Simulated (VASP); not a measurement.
Here is a VASP 6.6.1 calculation.

The input INCAR:

```
ALGO = Normal ; EDIFF = 1E-7
EDIFFG = -0.01 ; ENCUT = 600
GGA = PE ; IBRION = 2
ISIF = 3 ; ISMEAR = 0
LASPH = T ; LCHARG = F
LREAL = F ; LWAVE = F
NELM = 100 ; NSW = 60
PREC = Accurate ; SIGMA = 0.05
```

The input KPOINTS:

```
k-points
0
Gamma
  7 7 7
```

Contents of POSCAR:

```
B6As
1.0
    4.2620692300      0.0000000000      0.0000000000
   -2.1310346200      3.6910602300      0.0000000000
    0.0000000000      0.0000000000      3.6114891500
B As
6 1
Direct
    0.0000000000      0.3336124100      0.5000000000
    0.6663875900      0.6663875900      0.5000000000
    0.3336124100      0.0000000000      0.5000000000
    0.0000000000      0.6663875900      0.5000000000
    0.3336124100      0.3336124100      0.5000000000
    0.6663875900      0.0000000000      0.5000000000
    0.0000000000      0.0000000000      0.0000000000
```

Potentials or basis: VASP PAW PBE potentials, release 64 (B, As).

Launch:

```console
$ cat potpaw_PBE.64/B/POTCAR potpaw_PBE.64/As/POTCAR > POTCAR
$ mpirun -np 1 vasp_std > vasp.out
```

(1) What does it give for the relaxed volume?

(2) Estimate the space group after relaxing (to 0.05 Å).

(3) Estimate the relaxed cell.

## Answers

(1) 11.83 Å³/atom.

(2) P6/mmm (No. 191).

(3) a = 5.103 Å, b = 5.103 Å, c = 3.672 Å, α = 90.00°, β = 90.00°, γ = 120.00°.

Caveat: the volume moved by over 15 % at a fixed basis, so the end points are rough.
